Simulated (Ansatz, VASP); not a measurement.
Pt: VASP beside Ansatz

```xyz
2
Lattice="2.7607 0.0000 0.0000 -1.3803 2.3908 0.0000 0.0000 0.0000 4.7921" Properties=species:S:1:pos:R:3 pbc="T T T"
Pt    1.3803    0.7969    3.5941
Pt    0.0000    1.5939    1.1980
```

This isn't the form of Pt at room conditions, which is fcc.

Alike in both runs: task single point; functional PBEsol; k mesh 10 × 10 × 5; collinear spin.

|  | VASP | Ansatz |
| --- | --- | --- |
| version | VASP 6.6.1 | Ansatz 0.2.0 |
| potentials or method | VASP PAW PBE potentials, release 64 (Pt) | plane waves, PAW |
| plane-wave cutoff (eV) | 520 | 420 |
| occupations | methfessel-paxton of order 1, width 0.1 eV | cold |
| valence electrons in the cell | 20 | 36 |

|  | VASP | Ansatz | Ansatz less VASP |
| --- | --- | --- | --- |
| net moment per atom (μB) | 0.00 | 0.00 | 0.000 |

The two sets of potentials don't hold the same shells in valence. Ansatz warned: «no_starting_moments».

 The runs have no spin-orbit coupling, so splittings on Pt are missing.
